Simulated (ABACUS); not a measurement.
# C (Fd-3m) in ABACUS: a series of runs, part 2 of 2

ABACUS 3.10.1. Earlier steps stand in the parts before.

## (3) Single point, PBE (atoms moved at random, drawn with an rms of 0.05 Å)

File INPUT:

```
INPUT_PARAMETERS
suffix              C
calculation         scf
basis_type          lcao
pseudo_dir          ./
orbital_dir         ./
symmetry            1
dft_functional      pbe
ecutwfc             100
pseudo_rcut         10
nspin               1
nbands              8
ks_solver           genelpa
smearing_method     fd
smearing_sigma      0.00367493
scf_thr             1e-07
scf_nmax            100
mixing_type         broyden
mixing_beta         0.7
cal_force           1
cal_stress          1
out_mul             1
out_chg             1
out_pot             2
out_elf             1
```

File STRU:

```
ATOMIC_SPECIES
C 12.0110 C.upf

NUMERICAL_ORBITAL
C_confined-atom_6au_2s2p1d.orb

LATTICE_CONSTANT
1.8897261246

LATTICE_VECTORS
0.0000000000 1.7833700000 1.7833700000
1.7833700000 0.0000000000 1.7833700000
1.7833700000 1.7833700000 0.0000000000

ATOMIC_POSITIONS
Direct

C
0.0
2
0.7477760000 0.7530630000 0.7541630000 1 1 1
0.4892810000 0.4986030000 0.4935990000 1 1 1
```

File KPT:

```
K_POINTS
0
Gamma
13 13 13 0 0 0
```

Potentials or basis: PseudoDojo NC SR 0.4.1 PBE standard, DZP LCAO (the cutoffs set its grid).

Launch:

```sh
> OMP_NUM_THREADS=1 mpirun -np 4 abacus > log
```

running log:

```text
ABACUS v3.10.1

               Atomic-orbital Based Ab-initio Computation at UStc

 ------------------------------------------------------------------------------------

 READING GENERAL INFORMATION
                           global_out_dir = OUT.C/
                           global_in_card = INPUT
                               pseudo_dir = ./
                              orbital_dir = ./
                                    DSIZE = 4
                                    GSIZE = 1

 READING UNITCELL INFORMATION
                                    ntype = 1
                  lattice constant (Bohr) = 1.88973
              lattice constant (Angstrom) = 1

 READING ATOM TYPE 1
                               atom label = C
                      L=0, number of zeta = 2
                      L=1, number of zeta = 2
                      L=2, number of zeta = 1
             number of atom for this type = 2

                        TOTAL ATOM NUMBER = 2
DIRECT COORDINATES
    atom                   x                   y                   z     mag                  vx                  vy                  vz
taud_C1            0.7477760000        0.7530630000        0.7541630000  0.0000        0.0000000000        0.0000000000        0.0000000000
taud_C2            0.4892810000        0.4986030000        0.4935990000  0.0000        0.0000000000        0.0000000000        0.0000000000

                          Volume (Bohr^3) = 76.551
                             Volume (A^3) = 11.3437

 Lattice vectors: (Cartesian coordinate: in unit of a_0)
                   +0            +1.78337            +1.78337
             +1.78337                  +0            +1.78337
             +1.78337            +1.78337                  +0
 Reciprocal vectors: (Cartesian coordinate: in unit of 2 pi/a_0)
            -0.280368           +0.280368           +0.280368
            +0.280368           -0.280368           +0.280368
            +0.280368           +0.280368           -0.280368
 The esolver type has been set to : ksdft_lcao

                PAO radial cut off (Bohr) = 10

 Read in pseudopotential file is C.upf
                     pseudopotential type = NC
          exchange-correlation functional = PBE
                 nonlocal core correction = 1
                        valence electrons = 4
                                     lmax = 1
                           number of zeta = 2
                     number of projectors = 4
                           L of projector = 0
                           L of projector = 0
                           L of projector = 1
                           L of projector = 1
     initial pseudo atomic orbital number = 8

 SETUP THE ELECTRONS NUMBER
             electron number of element C = 4
       total electron number of element C = 8
            AUTOSET number of electrons:  = 8
                           occupied bands = 4
                                   NLOCAL = 26
                                   NBANDS = 8
                                   NBANDS = 8
                                   NLOCAL = 26

 SETUP THE PLANE WAVE BASIS
 energy cutoff for charge/potential (unit:Ry) = 400
            fft grid for charge/potential = [ 32, 32, 32 ]
                        fft grid division = [ 4, 4, 4 ]
        big fft grid for charge/potential = [ 8, 8, 8 ]
                                     nbxx = 128
                                     nrxx = 8192

 SETUP PLANE WAVES FOR CHARGE/POTENTIAL
                    number of plane waves = 10417
                         number of sticks = 637

[... 109 lines left out ...]

           k-point number in this process = 1099
       minimum distributed K point number = 1099
[... stars of the k points ...]

[... K-POINTS CARTESIAN COORDINATES: 1099 rows ...]

[... K-POINTS DIRECT COORDINATES: 1099 rows ...]

 SETUP PLANE WAVES FOR WAVE FUNCTIONS
     energy cutoff for wavefunc (unit:Ry) = 100
              fft grid for wave functions = [ 32, 32, 32 ]
                    number of plane waves = 1917
                         number of sticks = 199

 PARALLEL PW FOR WAVE FUNCTIONS
     PROC   COLUMNS(POT)             PW
        1             50            481
        2             49            477
        3             50            479
        4             50            480
 --------------- sum -------------------
        4            199           1917

 SET NONLOCAL PSEUDOPOTENTIAL PROJECTORS
 max number of nonlocal projetors among all species is 4

 -------------------------------------------
 SELF-CONSISTENT
 -------------------------------------------

 SETUP SEARCHING RADIUS FOR PROGRAM TO SEARCH ADJACENT ATOMS
                  longest orb rcut (Bohr) = 6
   longest nonlocal projector rcut (Bohr) = 1.3
                     search radius (Bohr) = 14.6
              searching radius is (Bohr)) = 14.6
         searching radius unit is (Bohr)) = 1.89
                         PeriodicBoundary = 1
                        Radius(unit:lat0) = 7.73
                                   glayer = [ 5, 5, 5 ]
                             glayer_minus = [ 4, 4, 4 ]

Find the coordinate range of the input atom(unit:lat0).
                                  min_tau = [ -12.5, -12.5, -12.5 ]
                                  max_tau = [ 17, 16.9, 16.9 ]
                                BoxNumber = [ 9, 9, 9 ]

 SETUP EXTENDED REAL SPACE GRID FOR GRID INTEGRATION
                          real space grid = [ 32, 32, 32 ]
                 big cell numbers in grid = [ 8, 8, 8 ]
             meshcell numbers in big cell = [ 4, 4, 4 ]
                        extended fft grid = [ 13, 13, 13 ]
                dimension of extened grid = [ 35, 35, 35 ]
                            UnitCellTotal = 125
              Atom number in sub-FFT-grid = 2
    Local orbitals number in sub-FFT-grid = 26
                                ParaV.nnr = 17409
                                 init_chg = atomic

 LCAO ALGORITHM --------------- ION=   1  ELEC=   1--------------------------------

 Density error is 0.140229666555
----------------------------------------------------------
     Energy           Rydberg                 eV
----------------------------------------------------------
 E_KohnSham     -24.0501752695       -327.2194215634
 E_Harris       -23.6432124006       -321.6824076722
 E_Fermi        1.0831001632         14.7363337248
----------------------------------------------------------
[... 58 lines left out ...]
 Density error is 7.56090695977e-08
----------------------------------------------------------
     Energy           Rydberg                 eV
----------------------------------------------------------
 E_KohnSham     -24.0550605237       -327.2858888566
 E_KS(sigma->0) -24.0550605237       -327.2858888566
 E_Harris       -24.0550605558       -327.2858892933
 E_band         2.5478891847         34.6658107846
 E_one_elec     8.2908915108         112.8033660467
 E_Hartree      1.8878438470         25.6854332532
 E_xc           -8.6659659821        -117.9065160313
 E_Ewald        -25.5678298993       -347.8681721251
 E_entropy(-TS) -0.0000000000        -0.0000000000
 E_descf        0.0000000000         0.0000000000
 E_exx          0.0000000000         0.0000000000
 E_Fermi        1.1734570605         15.9657023812
----------------------------------------------------------

 charge density convergence is achieved
 final etot is -327.28588886 eV
 EFERMI = 15.965702381 eV
The vacuum level is 11.732228207 eV

 STATE ENERGY(eV) AND OCCUPATIONS    NSPIN == 1
 1/1099 kpoint (Cartesian) = 0.0000 0.0000 0.0000 (326 pws)
       1       -8.02138    0.000910332
       2        12.8191    0.000910332
       3        13.0209    0.000910332
       4        14.2233    0.000910332
       5        18.1993    3.61949e-23
       6        19.2183    5.10229e-32
       7        19.4067    1.17850e-33
       8        27.2410        0.00000
[... 41 lines left out ...]
 6/1099 kpoint (Cartesian) = -0.10783 0.10783 0.10783 (327 pws)
       1       -4.18674     0.00182066
       2        2.25883     0.00182066
       3        10.3357     0.00182066
       4        11.2457     0.00182066
       5        20.9807    5.01862e-47
       6        22.2222    8.26748e-58
       7        22.6274    2.49758e-61
       8        29.6957        0.00000

[... levels at 1093 further k points ...]

 correction force for each atom along direction 1 is -1.15030e-07
 correction force for each atom along direction 2 is -2.39818e-07
 correction force for each atom along direction 3 is -1.02173e-08
------------------------------------------------------------------------------------------
 TOTAL-FORCE (eV/Angstrom)
------------------------------------------------------------------------------------------
                        C1        -0.9284826149        -1.2236229407        -0.7716583196
                        C2         0.9284826149         1.2236229407         0.7716583196
------------------------------------------------------------------------------------------

----------------------------------------------------------------
 TOTAL-STRESS (KBAR)
----------------------------------------------------------------
        63.7135406235        -7.5842480436       -16.3785177732
        -7.5842480436        62.4554632734       -10.7657085557
       -16.3785177732       -10.7657085557        64.2432570535
----------------------------------------------------------------
 TOTAL-PRESSURE: 63.470754 KBAR

 --------------------------------------------
 !FINAL_ETOT_IS -327.2858888566136670 eV
 --------------------------------------------
```

It took 12 s on 4 MPI ranks of AMD EPYC 7B13 (Zen 3), shared host; peak memory 0.4 GiB.

What came out:

* Free energy: -327.2859 eV
* Pressure: 6.3 GPa
* Largest force: 1.719 eV/Å
* Band gap on the k mesh: 3.29 eV, indirect (least direct gap 3.98 eV)

Forces in eV/Å, atoms in the order of the input:
```
C   -0.928 -1.224 -0.772
C    0.928  1.224  0.772
```

Caveat: the atomic orbitals were generated for these runs and aren't a published set; an odd mesh through Γ misses points on the zone boundary, where band edges often lie; the basis of atomic orbitals isn't converged, which shifts pressures, moduli and gaps.

## (4) Single point, PBE

Changes to INPUT since step 3:

```diff
@@ -22,4 +22 @@
 out_mul             1
-out_chg             1
-out_pot             2
-out_elf             1
```

File STRU:

```
ATOMIC_SPECIES
C 12.0110 C.upf

NUMERICAL_ORBITAL
C_confined-atom_6au_1s1p.orb

LATTICE_CONSTANT
1.8897261246

LATTICE_VECTORS
0.0000000000 1.7833700000 1.7833700000
1.7833700000 0.0000000000 1.7833700000
1.7833700000 1.7833700000 0.0000000000

ATOMIC_POSITIONS
Direct

C
0.0
2
0.7500000000 0.7500000000 0.7500000000 1 1 1
0.5000000000 0.5000000000 0.5000000000 1 1 1
```

KPT is that of step 3.

Potentials or basis: PseudoDojo NC SR 0.4.1 PBE standard, SZ LCAO (the cutoffs set its grid).

Launch:

```sh
> OMP_NUM_THREADS=1 mpirun -np 4 abacus > log
```

It took 1.4 s on 4 MPI ranks of AMD EPYC 7B13 (Zen 3), shared host; peak memory 0.36 GiB.

The run converged, but some of its settings lie outside the range that counts as converged, so its numbers aren't taken as properties of the crystal.

What came out:

| Property | Result |
| --- | --- |
| Free energy | -325.8019 eV |
| Pressure | 24.1 GPa |
| Band gap on the k mesh | 6.11 eV, indirect (least direct gap 6.42 eV) |

Caveat: the atomic orbitals were generated for these runs and aren't a published set; an odd mesh through Γ misses points on the zone boundary, where band edges often lie; the basis of atomic orbitals isn't converged, which shifts pressures, moduli and gaps.
